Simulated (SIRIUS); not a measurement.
**Si: single point with AM05**

Si:

```
CELL_PARAMETERS angstrom
2.66225 -0.03624 -0.00683
-1.36251 2.23176 0.04190
-0.00643 0.04182 2.48776
ATOMIC_POSITIONS crystal
Si 0.00000 0.00000 0.00000
```

This isn't the form of Si at room conditions, which is diamond.

* Program: SIRIUS 7.10.0
* Task: single point
* Functional: AM05
* Potentials or basis: PseudoDojo 0.4.1 PBE standard (scalar relativistic)
* Cutoff: 490 eV
* Density cutoff: 1959 eV
* k mesh: 12 × 12 × 11
* Occupations: fermi-dirac, width 0.05 eV
* Spin: no spin polarisation
* Libxc names: ["XC_GGA_X_AM05", "XC_GGA_C_AM05"]
* Energy tol: 1e-08 Ha
* Density tol: 1e-06
* Mixer: anderson
* Mixing beta: 0.7
* Max scf: 100
* Radial cutoff for the potentials' integrals: 6.5 bohr

The pressure is 0.0 GPa and the band gap on the k mesh is none (metal or under the smearing width).

Stress tensor (GPa, compression positive):
```
 0.17  2.80 -0.07
 2.80  1.00 -2.26
-0.07 -2.26 -1.17
```

It took 34 s on 1 thread of Arm Neoverse V2, on a shared host, peak memory 0.51 GiB.

Caveat: the potentials were made for another functional, which shifts forces and pressure.
